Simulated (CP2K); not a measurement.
C:

```xyz
8
Lattice="2.5221 0.0000 0.0000 -1.2611 2.1842 0.0000 0.0000 0.0000 8.2371" Properties=species:S:1:pos:R:3 pbc="T T T"
C     1.2611    0.7281    6.9501
C     0.0000    1.4561    2.8315
C     1.2611    0.7281    5.4056
C     0.0000    1.4561    1.2870
C     0.0000    0.0000    7.4649
C     0.0000    0.0000    3.3463
C     0.0000    0.0000    4.8908
C     0.0000    0.0000    0.7722
```

This is a hexagonal form of diamond, not graphite.

Base run:

```yaml
Program: CP2K 2026.2
Functional: PBEsol
Potentials_or_basis: POTENTIAL_UZH C GTH-PBE-q4; DZVP-MOLOPT-PBE-GTH basis
Density_cutoff: 9184 eV
k_mesh: 9 × 9 × 3
Occupations: fermi-dirac, width 0.05 eV
Spin: no spin polarisation
```

Its results: band gap on the k mesh 4.84 eV, indirect (least direct gap 5.24 eV); pressure 0.9 GPa; largest force 0.343 eV/Å.

Q: The run is repeated on the same cell with these changes: functional from PBEsol to TASK. What comes out?

A: Band gap on the k mesh 5.00 eV, indirect (least direct gap 5.40 eV); pressure 10.5 GPa; largest force 0.397 eV/Å.

TASK gives the wider gap, since meta-GGAs in the generalised Kohn-Sham scheme recover part of the derivative discontinuity.

Caveats: the potentials were made for another functional, which shifts forces and pressure; an odd mesh through Γ misses points on the zone boundary, where band edges often lie; the basis of atomic orbitals isn't converged, which shifts pressures, moduli and gaps.
